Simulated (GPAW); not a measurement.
Write an ASE script for GPAW 26.7.0 that does the following.

```
Task                : equation of state
Functional          : LDA
Potentials or basis : the program's PAW data sets (release 1.2.1) made for this functional
Cutoff              : 600 eV
Basis               : pw
k mesh              : 8 × 8 × 8
Occupations         : fermi-dirac, width 0.05 eV
Spin                : no spin polarisation
Maxiter             : 150
Eos scales          : [0.94, 0.96, 0.98, 1.0, 1.02, 1.04, 1.06]
```

Crystal: Si2Mo.

```xyz
3
Lattice="-1.6000 1.6000 3.9305 1.6000 -1.6000 3.9305 1.6000 1.6000 -3.9305" Properties=species:S:1:pos:R:3 pbc="T T T"
Mo    0.0000    0.0000    0.0000
Si    0.0000    0.0000    5.2433
Si    0.0000    0.0000    2.6177
```

One way to write it, as run:

run.py

```python
from ase import Atoms
from ase.eos import EquationOfState
from ase.io import Trajectory
from ase.units import GPa
from gpaw import GPAW, PW

atoms = Atoms(['Mo', 'Si', 'Si'],
              cell=[[-1.6, 1.6, 3.9305],
                    [1.6, -1.6, 3.9305],
                    [1.6, 1.6, -3.9305]],
              scaled_positions=[[0.0, 0.0, 0.0],
                                [0.667, 0.667, 0.0],
                                [0.333, 0.333, 0.0]],
              pbc=True)

traj = Trajectory('eos.traj', 'w')
volumes, energies = [], []
for x in [0.94, 0.96, 0.98, 1.0, 1.02, 1.04, 1.06]:
    a = atoms.copy()
    a.set_cell(atoms.cell * x**(1 / 3), scale_atoms=True)
    calc = GPAW(mode=PW(600),
                xc='LDA',
                kpts={'size': (8, 8, 8), 'gamma': True},
                occupations={'name': 'fermi-dirac', 'width': 0.05},
                nbands=23,
                convergence={'density': 1e-05, 'energy': 1e-05},
                maxiter=150,
                txt=f'eos-{x:.2f}.txt')
    a.calc = calc
    energies.append(a.get_potential_energy(force_consistent=True))
    volumes.append(a.get_volume())
    p = -a.get_stress()[:3].mean() / GPa
    calc.write(f'eos-{x:.2f}.gpw')
    traj.write(a)
    print(f'{x:.2f} {volumes[-1]:10.4f} A^3 {energies[-1]:14.6f} eV {p:9.3f} GPa', flush=True)

v0, e0, B = EquationOfState(volumes, energies, eos='birchmurnaghan').fit()
print(f'V0 = {v0:.4f} A^3, E0 = {e0:.6f} eV, B0 = {B / GPa:.2f} GPa')
```

Potentials or basis: the program's PAW data sets (release 1.2.1) made for this functional, pw.

Command:

```console
$ OMP_NUM_THREADS=1 python run.py
```

It gave:

| Property | Result |
| --- | --- |
| Equilibrium volume | 13.07 Å³/atom |
| Bulk modulus at fixed shape and positions | 228 GPa |
| Pressure derivative of the bulk modulus | 4.5 |

Caveat: the cell was scaled at fixed shape and fractional positions, which overstates the stiffness of a crystal with free parameters, most of all of layers and chains.

It took 3.8 min on 1 thread of Intel(R) Xeon(R) 6975P-C (Granite Rapids) (shared host), peak memory 0.32 GiB.
